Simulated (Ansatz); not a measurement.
The system is AlNi.

```xyz
2
Lattice="2.8810 0.0000 0.0000 0.0000 2.8810 0.0000 0.0000 0.0000 2.8810" Properties=species:S:1:pos:R:3 pbc="T T T"
Ni    1.4405    1.4405    1.4405
Al    0.0000    0.0000    0.0000
```

| Property | Result |
| --- | --- |
| Program | Ansatz 0.2.0 |
| Task | relaxation of cell and atoms |
| Functional | PBEsol |
| Dispersion | D4 |
| Potentials or basis | Ansatz PAW |
| Cutoff | 420 eV (not typed: the program's choice for these potentials) |
| k mesh | 9 × 9 × 9 |
| Occupations | fermi-dirac, width 0.05 eV |
| Spin | collinear spin, ferromagnetic start |
| Starting moments | [1.0, 0.0] μB |

At the start: volume 11.96 Å³/atom.

Where does the relaxation end?

It ends after 5 steps and the volume is 11.51 Å³/atom (-3.8 %); space group Pm-3m (No. 221, to 0.05 Å); moment 0.00 μB per cell.

The path:
| step | energy change (eV) | largest force (eV/Å) | volume (Å³) |
| --- | --- | --- | --- |
| 1 | 0.0000 | 0.0000 | 23.91 |
| 2 | -0.0161 | 0.0000 | 23.35 |
| 3 | -0.0190 | 0.0000 | 22.99 |
| 4 | -0.0190 | 0.0000 | 23.01 |
| 5 | -0.0187 | 0.0000 | 23.01 |

Final structure:
```
CELL_PARAMETERS angstrom
2.84435 0.00000 0.00000
0.00000 2.84435 0.00000
0.00000 0.00000 2.84435
ATOMIC_POSITIONS crystal
Ni 0.50000 0.50000 0.50000
Al 0.00000 0.00000 0.00000
```

Caveat: the plane-wave basis is chosen anew once the cell has moved, so the energies of steps on either side of that aren't comparable; pairwise dispersion overbinds metals, which lowers pressure and volume; the PAW data sets come from PBE, with cores solved anew for the run's functional, which leaves a small shift of forces and pressure; the starting moments weren't kept.
